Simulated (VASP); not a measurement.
GaP:

```
CELL_PARAMETERS angstrom
0.00000 2.71839 2.71839
2.71839 0.00000 2.71839
2.71839 2.71839 0.00000
ATOMIC_POSITIONS crystal
Ga 0.00000 0.00000 0.00000
P 0.75000 0.75000 0.75000
```

The cell is a database's computed one.

Base run:

* Program: VASP 6.6.1
* Functional: r2SCAN
* Potentials or basis: VASP PAW PBE potentials, release 64 (Ga_d, P)
* Cutoff: 520 eV
* k mesh: 8 × 8 × 8
* Occupations: gaussian, width 0.02 eV
* Spin: no spin polarisation

Its results: band gap on the k mesh 1.89 eV, indirect (least direct gap 2.41 eV); pressure 0.7 GPa.

**Question.** The run is repeated on the same cell with these changes: functional from r2SCAN to PBEsol; potentials or basis from VASP PAW PBE potentials, release 64 (Ga_d, P) to VASP PAW PBE potentials, release 64 (Ga_h, P_h); cutoff from 520 eV to 900 eV. What comes out?

**Answer.** Band gap on the k mesh 1.50 eV, indirect (least direct gap 1.81 eV); pressure 0.1 GPa.

Caveats: the PAW data sets were made with another functional, which shifts forces and pressure a little.

A k mesh can miss the band edges.
